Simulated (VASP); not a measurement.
# GaN (F-43m) in VASP: notebook

Aim: see how the results for GaN move with the level of theory and the settings. Levels: PBEsol, RPBE. Tasks: relaxation of cell and atoms, single point.

Program: VASP 6.6.1. These are calculated values, not measurements. Logs are shortened: lines on timing, memory, paths and dates and some standing lists are left out, and cuts for length are marked.

**Measured values to compare with.**

A printed reference work, textbook reports, for a bulk crystal of GaN at 0 K: band gap 3.299 eV (direct).

The results are compared with them further down.

## Step 1: The structure

Symmetry: F-43m, No. 216, cubic system. Conventional cell: a = 4.507 Å, b = 4.507 Å, c = 4.507 Å, α = 90.00°, β = 90.00°, γ = 90.00°. Ga (site symmetry -43m) is surrounded by 4 N at 1.95 Å. Around N (site symmetry -43m) lie 4 Ga at 1.95 Å.

The cell is a database's computed one.

## Step 2: Relaxation of cell and atoms, PBEsol

The input, INCAR:

```
SYSTEM = GaN
PREC     = Accurate       ! precision mode
ENCUT    = 600            ! plane-wave cutoff, eV
EDIFF    = 1E-7           ! SCF threshold, eV
ISMEAR   = 0              ! smearing method
SIGMA    = 0.02           ! smearing width, eV
LREAL    = .False.        ! projectors in reciprocal space
LASPH    = .True.         ! aspherical terms in the spheres
NELM     = 60             ! most SCF steps
ALGO     = Normal         ! electronic algorithm
ISIF     = 3              ! what is computed and relaxed
LWAVE    = .False.        ! write WAVECAR
LCHARG   = .False.        ! write CHGCAR
GGA      = PS             ! functional
IBRION   = 2              ! ionic algorithm
NSW      = 90             ! ionic steps
EDIFFG   = -0.005         ! ionic threshold
```

The input, KPOINTS:

```
regular mesh
0
Gamma
  4 4 4
  0 0 0
```

The input, POSCAR:

```
GaN
1.0
    0.0000000000      2.2535006100      2.2535006100
    2.2535006100      0.0000000000      2.2535006100
    2.2535006100      2.2535006100      0.0000000000
Ga N
1 1
Direct
    0.0000000000      0.0000000000      0.0000000000
    0.2500000000      0.2500000000      0.2500000000
```

Potentials or basis: VASP PAW PBE potentials, release 64 (Ga_d, N).

Started as:

```sh
$ cat potpaw_PBE.64/Ga_d/POTCAR potpaw_PBE.64/N/POTCAR > POTCAR
$ mpirun -np 1 vasp_std > vasp.out
```

OUTCAR:

```text
SYSTEM = GaN
   PREC = Accurate
   ENCUT = 600
   EDIFF = 1E-7
   ISMEAR = 0
   LREAL = .False.
   LASPH = .True.
   NELM = 60
   ISIF = 3
   GGA = PS
   IBRION = 2
   NSW = 90
   EDIFFG = -0.005

 ion  position               nearest neighbor table
   1  0.000  0.000  0.000-   2 1.95   2 1.95   2 1.95   2 1.95
   2  0.250  0.250  0.250-   1 1.95   1 1.95   1 1.95   1 1.95

  LATTYP: Found a face centered cubic cell.
 ALAT       =     4.5070012200

  Lattice vectors:

 A1 = (   0.0000000000,   2.2535006100,   2.2535006100)
 A2 = (   2.2535006100,   0.0000000000,   2.2535006100)
 A3 = (   2.2535006100,   2.2535006100,   0.0000000000)

Analysis of symmetry for initial positions (statically):
=====================================================================
 Subroutine PRICEL returns:
 Original cell was already a primitive cell.

 Routine SETGRP: Setting up the symmetry group for a
 face centered cubic supercell.

 Subroutine GETGRP returns: Found 24 space group operations
 (whereof 24 operations were pure point group operations)
 out of a pool of 48 trial point group operations.

The static configuration has the point symmetry T_d .

Analysis of symmetry for dynamics (positions and initial velocities):
=====================================================================
 Subroutine PRICEL returns:
 Original cell was already a primitive cell.

 Routine SETGRP: Setting up the symmetry group for a
 face centered cubic supercell.

 Subroutine GETGRP returns: Found 24 space group operations
 (whereof 24 operations were pure point group operations)
 out of a pool of 48 trial point group operations.

The dynamic configuration has the point symmetry T_d .

 Subroutine INISYM returns: Found 24 space group operations
 (whereof 24 operations are pure point group operations),
 and found     1 'primitive' translations

----------------------------------------------------------------------------------------

                                     Primitive cell

  volume of cell :      22.8877

  direct lattice vectors                    reciprocal lattice vectors
     0.000000000  2.253500610  2.253500610    -0.221877020  0.221877020  0.221877020
     2.253500610  0.000000000  2.253500610     0.221877020 -0.221877020  0.221877020
     2.253500610  2.253500610  0.000000000     0.221877020  0.221877020 -0.221877020

  length of vectors
     3.186931125  3.186931125  3.186931125     0.384302272  0.384302272  0.384302272

  position of ions in fractional coordinates (direct lattice)
     0.000000000  0.000000000  0.000000000
     0.250000000  0.250000000  0.250000000

  ion indices of the primitive-cell ions
   primitive index   ion index
                 1           1
                 2           2

----------------------------------------------------------------------------------------

 KPOINTS: regular mesh

Automatic generation of k-mesh.
 Grid dimensions read from file:
 generate k-points for:    4    4    4

 Generating k-lattice:

  Cartesian coordinates                     Fractional coordinates (reciprocal lattice)
    -0.055469255  0.055469255  0.055469255     0.250000000  0.000000000  0.000000000
     0.055469255 -0.055469255  0.055469255     0.000000000  0.250000000  0.000000000
     0.055469255  0.055469255 -0.055469255     0.000000000  0.000000000  0.250000000

  Length of vectors
     0.096075568  0.096075568  0.096075568

  Shift w.r.t. Gamma in fractional coordinates (k-lattice)
     0.000000000  0.000000000  0.000000000

 Subroutine IBZKPT returns following result:
 ===========================================

 Found      8 irreducible k-points:

 Following reciprocal coordinates:
            Coordinates               Weight
  0.000000  0.000000  0.000000      1.000000
  0.250000  0.000000  0.000000      8.000000
  0.500000  0.000000  0.000000      4.000000
  0.250000  0.250000  0.000000      6.000000
  0.500000  0.250000  0.000000     24.000000
 -0.250000  0.250000  0.000000     12.000000
  0.500000  0.500000  0.000000      3.000000
 -0.250000  0.500000  0.250000      6.000000
   k-points           NKPTS =      8   k-points in BZ     NKDIM =      8   number of bands    NBANDS=     13
   number of dos      NEDOS =    301   number of ions     NIONS =      2
   total plane-waves  NPLWV =  21952
   dimension x,y,z NGX =    28 NGY =   28 NGZ =   28
   dimension x,y,z NGXF=    56 NGYF=   56 NGZF=   56
   ions per type =               1   1
   NGX,Y,Z   is equivalent  to a cutoff of  14.61, 14.61, 14.61 a.u.
   NGXF,Y,Z  is equivalent  to a cutoff of  29.21, 29.21, 29.21 a.u.
 SYSTEM =  GaN
   PREC   = accura    normal or accurate (medium, high low for compatibility)
   ISTART =      0    job   : 0-new  1-cont  2-samecut
   ICHARG =      2    charge: 1-file 2-atom 10-const
   ISPIN  =      1    spin polarized calculation?
   LNONCOLLINEAR =      F non collinear calculations
   LSORBIT =      F    spin-orbit coupling
   LASPH  =      T    aspherical Exc in radial PAW
   ENCUT  =  600.0 eV  44.10 Ry    6.64 a.u.   6.37  6.37  6.37*2*pi/ulx,y,z
   NELM   =     60;   NELMIN=  2; NELMDL= -5     # of ELM steps
   EDIFF  = 0.1E-06   stopping-criterion for ELM
   LREAL  =      F    real-space projection
   EDIFFG = -.5E-02   stopping-criterion for IOM
   NSW    =     90    number of steps for IOM
   IBRION =      2    ionic relax: 0-MD 1-quasi-New 2-CG
   NFREE  =      1    steps in history (QN), initial steepest desc. (CG)
   ISIF   =      3    stress and relaxation
   ISYM   =      2    0-nonsym 1-usesym 2-fastsym
   POTIM  = 0.5000    time-step for ionic-motion
   TEBEG  =    0.0;   TEEND  =   0.0 temperature during run
   PSTRESS=    0.0 pullay stress
   NELECT =      18.0000    total number of electrons
   NUPDOWN=      -1.0000    fix difference up-down
   EMIN   =  10.00;   EMAX   =-10.00  energy-range for DOS
   EFERMI =   0.00;   METHOD = LEGACY
   ISMEAR =     0;   SIGMA  =   0.02  broadening in eV -4-tet -1-fermi 0-gaus
   EFERMI_NEDOS =   21; number of points for ismear=-14 and -15
   IALGO  =     38    algorithm
   IMIX   =      4    mixing-type and parameters
     AMIX     =   0.40;   BMIX     =  1.00
     AMIX_MAG =   1.60;   BMIX_MAG =  1.00
  volume/ion in A,a.u.               =      11.44        77.23
  Fermi-wavevector in a.u.,A,eV,Ry     =   1.511117  2.855596 31.068543  2.283473
  Thomas-Fermi vector in A             =   2.621216
   LORBIT       =      0    0 simple, 1 ext, 2 COOP (PROOUT), +10 PAW based schemes
   GGA     = PS    functional components
   LHFCALC =     F    Hartree Fock is set to
   AEXX    =    0.0000 exact exchange contribution
   IVDW    =     0    specifies the selected vdW correction
   LEPSILON=     F    determine dielectric tensor
   LRPA    =     F    only Hartree local field effects (RPA)
 conjugate gradient relaxation of ions
 non-spin polarized calculation
 Gauss-broadening in eV      SIGMA  =   0.02
  energy-cutoff  :      600.00
  volume of cell :       22.89
 maximum number of plane-waves:       778
 NGX is ok and might be reduce to    28
   NGX = 13   NGY = 13   NGZ = 13

--------------------------------------- Ionic step        1  -------------------------------------------

 number of electron      18.0000005 magnetization

 Free energy of the ion-electron system (eV)
  ---------------------------------------------------
  ext. energy  EPLUGINS =         0.00000000
  ---------------------------------------------------
  free energy    TOTEN  =       -13.05732985 eV

  energy without entropy =      -13.05732985  energy(sigma->0) =      -13.05732985

------------------------ aborting loop because EDIFF is reached ----------------------------------------

  FORCE on cell =-STRESS in cart. coord.  units (eV):
  Direction    XX          YY          ZZ          XY          YZ          ZX
  --------------------------------------------------------------------------------------
  -------------------------------------------------------------------------------------
  Total       -0.2182713     -0.2182713     -0.2182713      0.0000000      0.0000000      0.0000000
  in kB      -15.2793265    -15.2793265    -15.2793265      0.0000000      0.0000000      0.0000000
  external PRESSURE =     -15.2793265 kB  Pullay stress =       0.0000000 kB

 VOLUME and BASIS-vectors are now :
 -----------------------------------------------------------------------------
  energy-cutoff  :      600.00
  volume of cell :       22.89
      direct lattice vectors                 reciprocal lattice vectors
     0.000000000  2.253500610  2.253500610    -0.221877020  0.221877020  0.221877020
     2.253500610  0.000000000  2.253500610     0.221877020 -0.221877020  0.221877020
     2.253500610  2.253500610  0.000000000     0.221877020  0.221877020 -0.221877020
[... 109 lines left out ...]
 POSITION                                       TOTAL-FORCE (eV/Angst)
 -----------------------------------------------------------------------------------
      4.49335      4.49335      4.49335         0.000000      0.000000      0.000000
      1.12334      1.12334      1.12334        -0.000000     -0.000000     -0.000000
 -----------------------------------------------------------------------------------
    total drift:                                0.000000      0.000000      0.000000

  FREE ENERGIE OF THE ION-ELECTRON SYSTEM (eV)
  ---------------------------------------------------
  free  energy   TOTEN  =       -13.0582441973 eV

  energy  without entropy=      -13.0582441973  energy(sigma->0) =      -13.05824420

--------------------------------------- Ionic step        5  -------------------------------------------

 number of electron      18.0000004 magnetization

 Free energy of the ion-electron system (eV)
  ---------------------------------------------------
  ext. energy  EPLUGINS =         0.00000000
  ---------------------------------------------------
  free energy    TOTEN  =       -13.05825027 eV

  energy without entropy =      -13.05825027  energy(sigma->0) =      -13.05825027

 E-fermi :   5.3819     XC(G=0): -11.9396

 val. band max:        5.2936980964   @ k =   0.0000   0.0000   0.0000
 cond. band min:       7.0099493375   @ k =   0.0000   0.0000   0.0000
 fundamental gap:      1.7162512411
 Fermi energy:         5.3819156361

 k-point     1 :       0.0000    0.0000    0.0000
  band No.  band energies     occupation
      1     -10.7286      2.00000
      2      -8.1669      2.00000
      3      -8.1669      2.00000
      4      -8.1669      2.00000
      5      -7.8349      2.00000
      6      -7.8349      2.00000
      7       5.2937      2.00000
      8       5.2937      2.00000
      9       5.2937      2.00000
     10       7.0099      0.00000
     11      15.5059      0.00000
     12      15.5059      0.00000
     13      15.5059      0.00000

 k-point     2 :       0.2500    0.0000    0.0000
  band No.  band energies     occupation
      1     -10.1564      2.00000
      2      -8.1037      2.00000
      3      -8.1037      2.00000
      4      -7.8301      2.00000
      5      -7.8301      2.00000
      6      -7.8091      2.00000
      7       1.3751      2.00000
      8       4.7583      2.00000
      9       4.7583      2.00000
     10       9.3350      0.00000
     11      13.9923      0.00000
[... 118 lines left out ...]
 POSITION                                       TOTAL-FORCE (eV/Angst)
 -----------------------------------------------------------------------------------
      0.00000      0.00000      0.00000        -0.000000      0.000000      0.000000
      1.12348      1.12348      1.12348         0.000000     -0.000000     -0.000000
 -----------------------------------------------------------------------------------
    total drift:                                0.000000      0.000000      0.000000

  FREE ENERGIE OF THE ION-ELECTRON SYSTEM (eV)
  ---------------------------------------------------
  free  energy   TOTEN  =       -13.0582502720 eV

  energy  without entropy=      -13.0582502720  energy(sigma->0) =      -13.05825027

 reached required accuracy - stopping structural energy minimisation
```

It took 12 s on 1 thread of Intel Xeon 6975P-C (Granite Rapids), shared host; peak memory 0.16 GiB.

Results:

```
Free energy                            : -13.0583 eV
Relaxed volume                         : 11.34 Å³/atom
Relaxed cell                           : a = 3.178 Å, b = 3.178 Å, c = 3.178 Å, α = 60.00°, β = 60.00°, γ = 60.00°
Space group after relaxing (to 0.05 Å) : F-43m (No. 216)
Energy gained by relaxing              : 0.5 meV/atom
Ionic steps                            : 5
Pressure after relaxing                : 0.1 GPa
Band gap on the k mesh                 : 1.72 eV, direct
```

The path:
| step | energy change (eV) | largest force (eV/Å) | pressure (GPa) | volume (Å³) |
| --- | --- | --- | --- | --- |
| 1 | 0.0000 | 0.0000 | -1.53 | 22.89 |
| 2 | -0.0002 | 0.0000 | 1.43 | 22.53 |
| 3 | -0.0009 | 0.0000 | -0.16 | 22.70 |
| 4 | -0.0009 | 0.0000 | 0.17 | 22.68 |
| 5 | -0.0009 | 0.0000 | 0.07 | 22.69 |

Final structure:
```yaml
crystal:
  lattice:
    - [0.00000, 2.24697, 2.24697]
    - [2.24697, 0.00000, 2.24697]
    - [2.24697, 2.24697, 0.00000]
  atoms:
    - { symbol: Ga, position: [0.00000, 0.00000, 0.00000] }
    - { symbol: N, position: [0.25000, 0.25000, 0.25000] }
```

Caveat: the k mesh is coarse (spacing up to 0.60 Å⁻¹), so the values aren't converged; the PAW data sets were made with another functional, which shifts forces and pressure a little.

[end of part 1 of 3]
